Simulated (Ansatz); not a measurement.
**Sn in Ansatz: the effect of functional**

Crystal: Sn.

```xyz
1
Lattice="-2.0156 2.0156 1.6496 2.0156 -2.0156 1.6496 2.0156 2.0156 -1.6496" Properties=species:S:1:pos:R:3 pbc="T T T"
Sn    0.0000    0.0000    0.0000
```

This isn't the form of Sn at room conditions, which is tetragonal (white tin).

The cell isn't the ideal one: volume scaled by 0.98.

Alike in all runs:

| Quantity | Value |
| --- | --- |
| Program | Ansatz 0.2.0 |
| Task | single point |
| Potentials or basis | Ansatz PAW |
| k mesh | 10 × 10 × 10 |
| Occupations | fermi-dirac, width 0.05 eV |
| Spin | no spin polarisation |

```csv
functional,cutoff,pressure (GPa)
LDA,420 eV (not typed: the program's choice for these potentials),-2.3
PBEsol,420 eV (not typed: the program's choice for these potentials),-1.0
r2SCAN,500 eV (not typed: the program's choice for these potentials),?
```

Task: What does the run with functional r2SCAN give?

Result: Pressure 0.5 GPa.

Caveats: the PAW data sets come from PBE, with cores solved anew for the run's functional, which leaves a small shift of forces and pressure.
